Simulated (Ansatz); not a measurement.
Equation of state of indium, dhcp

Computed with DFT, revPBE, plane waves (420 eV) with PAW, scalar-relativistic (Ansatz 0.2.0). (PAW data from PBE, frozen cores regenerated.)

The cell is scaled uniformly from the relaxed one, with fractional coordinates and shape fixed. Energies are extrapolated to zero smearing, pressures are those at the given smearing. Magnetic state: spin not included.

```json
{"V (Å³/atom)": "25.029", "E − E₀ (meV/atom)": "51.6", "P (GPa)": "5.61"}
{"V (Å³/atom)": "26.167", "E − E₀ (meV/atom)": "20.7", "P (GPa)": "3.27"}
{"V (Å³/atom)": "27.305", "E − E₀ (meV/atom)": "4.5", "P (GPa)": "1.44"}
{"V (Å³/atom)": "28.442", "E − E₀ (meV/atom)": "0.0", "P (GPa)": "0.02"}
{"V (Å³/atom)": "29.580", "E − E₀ (meV/atom)": "4.5", "P (GPa)": "-1.09"}
{"V (Å³/atom)": "30.718", "E − E₀ (meV/atom)": "15.9", "P (GPa)": "-1.95"}
{"V (Å³/atom)": "31.856", "E − E₀ (meV/atom)": "32.8", "P (GPa)": "-2.62"}
```

(1) Fit a third-order Birch-Murnaghan equation.

Answers

(1) V₀ = 28.40 Å³/atom, B₀ = 32 GPa, B₀′ = 5.2.
